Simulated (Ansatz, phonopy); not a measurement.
# NaH (Fm-3m) at temperature and pressure, part 3 of 3

How does compression alter the response of NaH to heat?

Ansatz 0.2.0; DFT LDA, scalar-relativistic, plane waves, PAW.

So far, isothermal bulk modulus at 298 K (GPa): step 7 (the quasi-harmonic study, pressure 2 GPa) 30.0.

**10. The quasi-harmonic study, pressure 10 GPa**

Thermal expansion follows from how the free energy of the vibrations (and of the electrons in a metal) changes with strain, so the program makes strained cells, their phonons and a fit in one run.

Contents of input.yaml:

```yaml
crystal:
  lattice:
    - [0.0, 2.1687183517, 2.1687183517]
    - [2.1687183517, 0.0, 2.1687183517]
    - [2.1687183517, 2.1687183517, 0.0]
  atoms:
    - { symbol: Na, position: [0.0, 0.0, 0.0] }
    - { symbol: H, position: [0.5, 0.5, 0.5] }
kpoints:
  mp_grid: { grid: [8, 8, 8] }
hamiltonian:
  xc: lda
scf:
  occupations: { method: fixed }
output:
  eigenvalues: true
phonons:
  method: dfpt
  qmesh: [4, 4, 4]
  temperatures: { t_max: 500.0, t_step: 25 }
  thermal_expansion: { pressure: 10.0 }
```

Started as:

```console
$ ansatz run input.yaml --threads 4 --pin off --max-ram 8192MiB --backend cpu --events-out ev --progress --plain --runs-dir out
```

Numbers of over 12 decimals in the logs are rounded to 6 here.

Log:

```text
[...]
Crystal: 2 atoms, lattice volume = 20.400 Å³
Basis set: ecut = 487.2 eV, 531 PW (Γ), exchange–correlation on 48×48×48 points (8 copies of the dense FFT grid, shifted against one another)
Bands: 9, of which v1, the nominal top of the filled ones, is band 5 counted from 1 (4 counted from 0)
Symmetry: 48 space group operations
[...]
k-points: 29 of 512
[...]
SCF iter   1: F=—  HF=-1482.560013 eV  |F-HF|=—  |Δ(HF+E_count)|=         —  Δρ=1.28e-2  dr2=2.18e-2  ethr=1.77e-3  ⟨swp⟩=4.6  Hψ=1507  notcnv=0  defer=55
[...]
SCF iter   7: F=-1482.549192 eV  HF=-1482.549192 eV  |F-HF|=2.27e-13  |Δ(HF+E_count)|=  2.36e-11  Δρ=2.88e-8  dr2=4.05e-14  ethr=1.00e-12  ⟨swp⟩=6.4  Hψ=1242  notcnv=0
SCF 1 converged in 7 iterations: F = -1482.549192 eV  dr2 = 4.05e-14
[...]
relax step   1: F+E_penalty+E_count = -1482.54919178 eV  Δ(F+E_penalty+E_count) = +0.000e0 eV  max|allowed force component| = 6.800e-31 eV/Å  Δτ_max = 0.0000 Å  (7 SCF iters, accepted)
SCF converged after 7 iterations
Free energy (F): -1482.549192 eV
[...]
Internal energy: -1482.549192 eV  (E = F + TS)
E sigma→0 (E₀):  -1482.549192 eV
Fermi energy:    2.701413 eV
[...]
--- Stress (GPa, compression-positive) ---
        9.997210       0.000000       0.000000
       -0.000000       9.997210      -0.000000
       -0.000000      -0.000000       9.997210
  P = ⅓ Tr σ = 9.9972 GPa (99.972 kbar)
--- Band table (eV; the first three rows and the last of 29) ---
[...]
── thermal expansion: 3 new cells, 3 in all ──
thermal expansion: relaxation of cell 2
thermal expansion: relaxation of cell 3
── thermal expansion: 2 new cells, 5 in all ──
thermal expansion: relaxation of cell 4
thermal expansion: lower-state search of cell 4
thermal expansion: phonons of cell 4
thermal expansion: relaxation of cell 5
thermal expansion: phonons of cell 5
── thermal expansion: 6 new cells, 11 in all ──
thermal expansion: relaxation of cell 6
thermal expansion: relaxation of cell 7
thermal expansion: relaxation of cell 8
thermal expansion: relaxation of cell 9
thermal expansion: relaxation of cell 10
thermal expansion: relaxation of cell 11
thermal expansion: phonons of cell 6
thermal expansion: phonons of cell 7
thermal expansion: phonons of cell 8
--- Relaxed structure (1 steps of the walk, 1 accepted, 0 SCFs on fresh bases) ---
  F+E_penalty+E_count = -1482.54919178 eV   max|allowed force component| = 6.800e-31 eV/Å
  atoms:
    - { symbol: Na, position: [0.0, 0.0, 0.0] }
    - { symbol: H, position: [0.5, 0.5, 0.5] }
--- Thermal expansion: 11 cells in 3 rounds, 10 GPa ---
  no lower state was reached at cell 4
  without vibrations: a 3.06698, b 3.06698, c 3.06698 Å, V 20.3995 Å³, B 61.70 GPa
  at 0 K: a 3.09607, b 3.09607, c 3.09607 Å, V 20.9854 Å³, B 58.99 GPa
  zero-point expansion: a +0.948, b +0.948, c +0.948, V +2.872 %
[...]
0.00    3.09607    3.09607    3.09607    20.9854 |    0.00    0.00    0.00    0.00 |   19.67 |     0.000     0.000 |    58.99    58.99
    50.00    3.09612    3.09612    3.09612    20.9865 |    1.39    1.39    1.39    4.17 |   23.44 |     3.878     3.877 |    58.97    58.98
   100.00    3.09665    3.09665    3.09665    20.9971 |    5.17    5.17    5.17   15.51 |   26.81 |    13.567    13.549 |    58.81    58.89
   150.00    3.09763    3.09763    3.09763    21.0172 |    7.39    7.39    7.39   22.17 |   29.43 |    19.005    18.950 |    58.57    58.74
   200.00    3.09891    3.09891    3.09891    21.0432 |    9.04    9.04    9.04   27.12 |   31.91 |    22.700    22.592 |    58.27    58.55
   250.00    3.10044    3.10044    3.10044    21.0743 |   10.68   10.68   10.68   32.05 |   34.41 |    26.140    25.952 |    57.92    58.34
   298.15    3.10215    3.10215    3.10215    21.1093 |   12.27   12.27   12.27   36.80 |       - |    29.351    29.056 |    57.52    58.10
   325.00    3.10321    3.10321    3.10321    21.1309 |   13.11   13.11   13.11   39.34 |   38.10 |    31.048    30.682 |    57.28    57.97
   375.00    3.10536    3.10536    3.10536    21.1748 |   14.58   14.58   14.58   43.75 |   40.42 |    33.956    33.436 |    56.81    57.69
   425.00    3.10773    3.10773    3.10773    21.2233 |   15.89   15.89   15.89   47.66 |   42.60 |    36.498    35.803 |    56.31    57.40
   475.00    3.11029    3.11029    3.11029    21.2758 |   17.03   17.03   17.03   51.09 |   44.62 |    38.684    37.798 |    55.79    57.10
   500.00    3.11163    3.11163    3.11163    21.3034 |   17.55   17.55   17.55   52.64 |   45.57 |    39.656    38.669 |    55.52    56.94
[...]
vibrations' free energy: its fit leaves 0.0000 meV an atom at the most
  the electrons' free energy at temperature is not in it: every band gap is over 0.52 eV
  free energies summed between the sampled wave vectors
[...]
band gaps on the cells' k-points are 3.796 to 4.001 eV
```

Elapsed: 92 s, on 4 threads of Arm Neoverse V2, shared host; peak memory 0.54 GiB; 5.6 min of CPU time.

This step gave:

```
pressure                                         : 9.997 GPa
volume expansion coefficient at 298 K            : 36.80 1e-6/K
C_P at 298 K                                     : 14.68 J/mol-atom/K
entropy at 298 K                                 : 15.00 J/mol-atom/K
isothermal bulk modulus at 298 K                 : 57.52 GPa
Grüneisen parameter at 298 K                     : 0.9261
volume at 298 K                                  : 10.55 Å³/atom
principal linear expansion coefficients at 298 K : 12.27, 12.27, 12.27 1e-6/K
```

Strained cells of the study; zero-point energy where phonons were solved; the pressures are stresses at a fixed cutoff and can carry an offset from the finite basis. Expansion cells, by row:

| cell | \|a\| (Å) | \|b\| (Å) | \|c\| (Å) | V (Å³/atom) | E - E_lowest (meV/atom) | pressure, compression positive (GPa) | gap (eV) | zero-point energy (meV/atom) |
| --- | --- | --- | --- | --- | --- | --- | --- | --- |
| 1 | 3.067 | 3.067 | 3.067 | 10.2 | 42.41 | 9.971 | 3.946 | - |
| 2 | 3.092 | 3.092 | 3.092 | 10.45 | 28.12 | 8.553 | 3.903 | - |
| 3 | 3.043 | 3.043 | 3.043 | 9.959 | 58.58 | 11.5 | 3.99 | - |
| 4 | 3.067 | 3.067 | 3.067 | 10.2 | 42.35 | 9.965 | 3.946 | 108.1 |
| 5 | 3.082 | 3.082 | 3.082 | 10.36 | 33.2 | 9.065 | 3.919 | 106.4 |
| 6 | 3.098 | 3.098 | 3.098 | 10.51 | 24.69 | 8.2 | 3.891 | 104.7 |
| 7 | 3.114 | 3.114 | 3.114 | 10.67 | 16.93 | 7.38 | 3.865 | 103.1 |
| 8 | 3.129 | 3.129 | 3.129 | 10.83 | 9.867 | 6.6 | 3.838 | 101.5 |
| 9 | 3.037 | 3.037 | 3.037 | 9.9 | 62.88 | 11.9 | 4.001 | - |
| 10 | 3.052 | 3.052 | 3.052 | 10.05 | 52.24 | 10.91 | 3.973 | - |
| 11 | 3.154 | 3.154 | 3.154 | 11.1 | 0 | 5.437 | 3.796 | - |

Quasi-harmonic; a, b, c are the run's own cell vectors. Expansion, by row:

| T (K) | a (Å) | b (Å) | c (Å) | alpha (deg) | beta (deg) | gamma (deg) | cell volume (Å³/cell) | alpha_a (1e-6/K) | alpha_b (1e-6/K) | alpha_c (1e-6/K) | alpha_V (1e-6/K) | C_P (J/mol-atom/K) | C_V (J/mol-atom/K) | S (J/mol-atom/K) | B_T (GPa) | B_S (GPa) | Grueneisen | extrapolation | fit error (1e-6/K) |
| --- | --- | --- | --- | --- | --- | --- | --- | --- | --- | --- | --- | --- | --- | --- | --- | --- | --- | --- | --- |
| 0 | 3.096 | 3.096 | 3.096 | 60 | 60 | 60 | 20.99 | 0 | 0 | 0 | 0 | 0 | 0 | 0 | 58.99 | 58.99 | - | 0 | 0 |
| 25 | 3.096 | 3.096 | 3.096 | 60 | 60 | 60 | 20.99 | 0.11 | 0.11 | 0.11 | 0.32 | 0.18 | 0.18 | 0.049 | 58.99 | 58.99 | 0.666 | 0 | 0 |
| 50 | 3.096 | 3.096 | 3.096 | 60 | 60 | 60 | 20.99 | 1.39 | 1.39 | 1.39 | 4.17 | 1.939 | 1.938 | 0.6 | 58.97 | 58.98 | 0.802 | 0 | 0 |
| 75 | 3.096 | 3.096 | 3.096 | 60 | 60 | 60 | 20.99 | 3.45 | 3.45 | 3.45 | 10.35 | 4.603 | 4.6 | 1.893 | 58.91 | 58.95 | 0.838 | 0 | 0 |
| 100 | 3.097 | 3.097 | 3.097 | 60 | 60 | 60 | 21 | 5.17 | 5.17 | 5.17 | 15.51 | 6.783 | 6.774 | 3.532 | 58.81 | 58.89 | 0.851 | 0 | 0 |
| 125 | 3.097 | 3.097 | 3.097 | 60 | 60 | 60 | 21.01 | 6.42 | 6.42 | 6.42 | 19.27 | 8.343 | 8.326 | 5.223 | 58.7 | 58.82 | 0.86 | 0 | 0 |
| 150 | 3.098 | 3.098 | 3.098 | 60 | 60 | 60 | 21.02 | 7.39 | 7.39 | 7.39 | 22.17 | 9.502 | 9.475 | 6.851 | 58.57 | 58.74 | 0.867 | 0 | 0 |
| 175 | 3.098 | 3.098 | 3.098 | 60 | 60 | 60 | 21.03 | 8.23 | 8.23 | 8.23 | 24.69 | 10.46 | 10.43 | 8.39 | 58.43 | 58.65 | 0.876 | 0 | 0 |
| 200 | 3.099 | 3.099 | 3.099 | 60 | 60 | 60 | 21.04 | 9.04 | 9.04 | 9.04 | 27.12 | 11.35 | 11.3 | 9.845 | 58.27 | 58.55 | 0.886 | 0 | 0 |
| 225 | 3.1 | 3.1 | 3.1 | 60 | 60 | 60 | 21.06 | 9.86 | 9.86 | 9.86 | 29.57 | 12.21 | 12.14 | 11.23 | 58.1 | 58.45 | 0.897 | 0 | 0 |
| 250 | 3.1 | 3.1 | 3.1 | 60 | 60 | 60 | 21.07 | 10.68 | 10.68 | 10.68 | 32.05 | 13.07 | 12.98 | 12.56 | 57.92 | 58.34 | 0.908 | 0 | 0.01 |
| 275 | 3.101 | 3.101 | 3.101 | 60 | 60 | 60 | 21.09 | 11.51 | 11.51 | 11.51 | 34.53 | 13.91 | 13.79 | 13.85 | 57.72 | 58.22 | 0.918 | 0 | 0.01 |
| 298.1 | 3.102 | 3.102 | 3.102 | 60 | 60 | 60 | 21.11 | 12.27 | 12.27 | 12.27 | 36.8 | 14.68 | 14.53 | 15 | 57.52 | 58.1 | 0.926 | 0 | 0.01 |
| 300 | 3.102 | 3.102 | 3.102 | 60 | 60 | 60 | 21.11 | 12.33 | 12.33 | 12.33 | 36.98 | 14.73 | 14.59 | 15.1 | 57.5 | 58.1 | 0.927 | 0 | 0.01 |
| 325 | 3.103 | 3.103 | 3.103 | 60 | 60 | 60 | 21.13 | 13.11 | 13.11 | 13.11 | 39.34 | 15.52 | 15.34 | 16.31 | 57.28 | 57.97 | 0.935 | 0 | 0.01 |
| 350 | 3.104 | 3.104 | 3.104 | 60 | 60 | 60 | 21.15 | 13.87 | 13.87 | 13.87 | 41.6 | 16.27 | 16.05 | 17.48 | 57.05 | 57.83 | 0.942 | 0 | 0.01 |
| 375 | 3.105 | 3.105 | 3.105 | 60 | 60 | 60 | 21.17 | 14.58 | 14.58 | 14.58 | 43.75 | 16.98 | 16.72 | 18.63 | 56.81 | 57.69 | 0.948 | 0 | 0.01 |
| 400 | 3.107 | 3.107 | 3.107 | 60 | 60 | 60 | 21.2 | 15.26 | 15.26 | 15.26 | 45.77 | 17.64 | 17.33 | 19.75 | 56.56 | 57.55 | 0.953 | 0 | 0.01 |
| 425 | 3.108 | 3.108 | 3.108 | 60 | 60 | 60 | 21.22 | 15.89 | 15.89 | 15.89 | 47.66 | 18.25 | 17.9 | 20.84 | 56.31 | 57.4 | 0.958 | 0 | 0.01 |
| 450 | 3.109 | 3.109 | 3.109 | 60 | 60 | 60 | 21.25 | 16.48 | 16.48 | 16.48 | 49.44 | 18.82 | 18.42 | 21.89 | 56.05 | 57.25 | 0.962 | 0 | 0.02 |
| 475 | 3.11 | 3.11 | 3.11 | 60 | 60 | 60 | 21.28 | 17.03 | 17.03 | 17.03 | 51.09 | 19.34 | 18.9 | 22.93 | 55.79 | 57.1 | 0.966 | 0 | 0.02 |
| 500 | 3.112 | 3.112 | 3.112 | 60 | 60 | 60 | 21.3 | 17.55 | 17.55 | 17.55 | 52.64 | 19.83 | 19.34 | 23.93 | 55.52 | 56.94 | 0.97 | 0 | 0.02 |

The expansion coefficient by temperature; values in 1e-6/K:

| temperature (K) | volume | principal 1 |
| --- | --- | --- |
| 0 | 0 | 0 |
| 25 | 0.32 | 0.11 |
| 50 | 4.17 | 1.39 |
| 75 | 10.3 | 3.45 |
| 100 | 15.5 | 5.17 |
| 125 | 19.3 | 6.42 |
| 150 | 22.2 | 7.39 |
| 175 | 24.7 | 8.23 |
| 200 | 27.1 | 9.04 |
| 225 | 29.6 | 9.86 |
| 250 | 32.0 | 10.7 |
| 275 | 34.5 | 11.5 |
| 298 | 36.8 | 12.3 |
| 300 | 37.0 | 12.3 |
| 325 | 39.3 | 13.1 |
| 350 | 41.6 | 13.9 |
| 375 | 43.8 | 14.6 |
| 400 | 45.8 | 15.3 |
| 425 | 47.7 | 15.9 |
| 450 | 49.4 | 16.5 |
| 475 | 51.1 | 17.0 |
| 500 | 52.6 | 17.6 |

Changing the pressure (2 → 10 GPa) takes the volume expansion at 298 K from 83.8 to 36.8 × 10⁻⁶/K and B_T from 30.0 to 57.5 GPa.

**11. Quasi-harmonic fit by phonopy, pressure 10 GPa**

This step: DFT LDA, scalar-relativistic, plane waves, PAW (phonopy 4.10.0).

This step gave:

```
volume expansion coefficient at 300 K : 36.93 1e-6/K
isothermal bulk modulus at 300 K      : 57.56 GPa
C_P at 300 K                          : 14.74 J/mol-atom/K
Grüneisen parameter at 300 K          : 0.926
```

Table of energy (each curve on its own zero) by volume; values in meV/atom:

| volume (Å³/atom) | static | F at 0 K | F at 300 K | F at 500 K |
| --- | --- | --- | --- | --- |
| 10.201 | 32.5 | 35.8 | 36.5 | 37.5 |
| 10.355 | 23.3 | 25.0 | 25.3 | 25.8 |
| 10.512 | 14.8 | 14.8 | 14.8 | 14.8 |
| 10.672 | 7.07 | 5.42 | 5.08 | 4.58 |
| 10.833 | 0 | -3.27 | -3.96 | -4.98 |

At 10 GPa: the fit is of F + PV, and the F(V) shown holds no PV. Qha vinet, by row:

| T (K) | fitted volume (Å³/atom) | alpha_V (1e-6/K) | B_T (GPa) | C_P (J/mol-atom/K) | Grueneisen |
| --- | --- | --- | --- | --- | --- |
| 75 | 10.5 | 10.17 | 58.89 | 4.5 | 0.8224 |
| 100 | 10.5 | 15.28 | 58.8 | 6.723 | 0.8384 |
| 125 | 10.5 | 19.13 | 58.69 | 8.321 | 0.8531 |
| 150 | 10.51 | 22.11 | 58.57 | 9.501 | 0.8649 |
| 175 | 10.52 | 24.67 | 58.44 | 10.47 | 0.8757 |
| 200 | 10.52 | 27.11 | 58.29 | 11.36 | 0.8865 |
| 225 | 10.53 | 29.56 | 58.13 | 12.22 | 0.8973 |
| 250 | 10.54 | 32.03 | 57.95 | 13.08 | 0.9078 |
| 275 | 10.55 | 34.5 | 57.76 | 13.92 | 0.9175 |
| 300 | 10.56 | 36.93 | 57.56 | 14.74 | 0.9264 |
| 325 | 10.57 | 39.28 | 57.35 | 15.53 | 0.9343 |
| 350 | 10.58 | 41.53 | 57.13 | 16.27 | 0.9413 |
| 375 | 10.59 | 43.66 | 56.91 | 16.98 | 0.9475 |
| 400 | 10.6 | 45.66 | 56.68 | 17.64 | 0.9529 |
| 425 | 10.61 | 47.54 | 56.44 | 18.25 | 0.9578 |
| 450 | 10.62 | 49.29 | 56.19 | 18.82 | 0.9621 |
| 475 | 10.64 | 50.93 | 55.95 | 19.34 | 0.9659 |

Volume expansion coefficient against temperature; values in 1e-6/K:

| temperature (K) | phonopy-qha, Vinet | Ansatz's own study |
| --- | --- | --- |
| 75 | 10.2 | 10.3 |
| 100 | 15.3 | 15.5 |
| 125 | 19.1 | 19.3 |
| 150 | 22.1 | 22.2 |
| 175 | 24.7 | 24.7 |
| 200 | 27.1 | 27.1 |
| 225 | 29.6 | 29.6 |
| 250 | 32.0 | 32.0 |
| 275 | 34.5 | 34.5 |
| 300 | 36.9 | 37.0 |
| 325 | 39.3 | 39.3 |
| 350 | 41.5 | 41.6 |
| 375 | 43.7 | 43.8 |
| 400 | 45.7 | 45.8 |
| 425 | 47.5 | 47.7 |
| 450 | 49.3 | 49.4 |
| 475 | 50.9 | 51.1 |

The fit gives a volume expansion of 36.9 × 10⁻⁶/K at 300 K, against 36.8 at 298 K from the study itself, whose static fit uses more cells.

**12. Results**

```json
{"settings of these figures": "LDA, 487.2 eV, k 8×8×8, q 4×4×4, 2 GPa", "volume expansion coefficient at 298 K": "83.83 1e-6/K", "C_P at 298 K": "16.99 J/mol-atom/K", "entropy at 298 K": "18.03 J/mol-atom/K", "isothermal bulk modulus at 298 K": "29.96 GPa", "Grüneisen parameter at 298 K": "1.167", "volume at 298 K": "12.73 Å³/atom", "principal linear expansion coefficients at 298 K": "27.95, 27.95, 27.95 1e-6/K"}
```

What this shows: Near room temperature and at 2 GPa NaH expands by 83.8 × 10⁻⁶/K in volume by LDA, with C_P = 17.0 J/(mol K) per mole of atoms and B_T = 30.0 GPa. C_P at room temperature is 68 % of the classical 3R an atom, so the stiffest modes are still partly frozen out. Going from 2 to 10 GPa changes the volume expansion at 298 K from 83.8 to 36.8 × 10⁻⁶/K; since α = γC_V/(B V), it follows the bulk modulus (30.0 → 57.5 GPa) and the Grüneisen parameter (1.2 → 0.93). The PAW files were made for PBE and are used here under another functional, for which the program regenerates the frozen cores.

[Logs are printed without paths, hosts, clocks, repeated set-up lines and the standing remarks that a program may print on its own settings, such as how far it seeks lower states.]

[Hosts, paths, dates, database ids (printed as entryN), source tags and the programs' standing remarks are cut or masked in the printed files.]

[A step with changed settings may run another functional than the one named; its input shows which.]
